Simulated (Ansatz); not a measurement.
Input of an Ansatz 0.2.0 run:

Contents of input.yaml:

```yaml
crystal:
  lattice:
    - [1.9815661262, 1.1440577364, 6.6610334788]
    - [-1.9815661262, 1.1440577364, 6.6610334788]
    - [0.0, -2.2881154728, 6.6610334788]
  atoms:
    - { symbol: Pt, position: [0.1296666667, 0.1296666667, 0.1296666667] }
    - { symbol: Pt, position: [0.8703333333, 0.8703333333, 0.8703333333] }
    - { symbol: Te, position: [0.402, 0.402, 0.402] }
    - { symbol: Te, position: [0.598, 0.598, 0.598] }
hamiltonian:
  xc: blyp
  pseudopotentials: { kind: paw }
  dispersion: d4
kpoints:
  mp_grid: { grid: [8, 8, 8] }
scf:
  occupations: { method: fermi_dirac, width: 0.05 }
output:
  forces: true
  stress: true
relax:
  f_tol: 0.01
  max_steps: 40
  cell: { stress_tol: 0.05 }
```

Potentials or basis: Ansatz PAW.

Command:

```console
$ ansatz run input.yaml --threads 2 --pin off --max-ram 5632MiB --backend cpu --events-out ev --progress --plain --runs-dir out
```

(1) Predict the relaxed cell.

(2) Estimate the relaxed volume.

(3) Predict the space group after relaxing (to 0.05 Å).

Results:

(1) a = 7.044 Å, b = 7.044 Å, c = 7.044 Å, α = 32.92°, β = 32.92°, γ = 32.92°.

(2) 22.96 Å³/atom.

(3) R-3m (No. 166).

Caveat: the PAW data sets come from PBE, with cores solved anew for the run's functional, which leaves a small shift of forces and pressure.
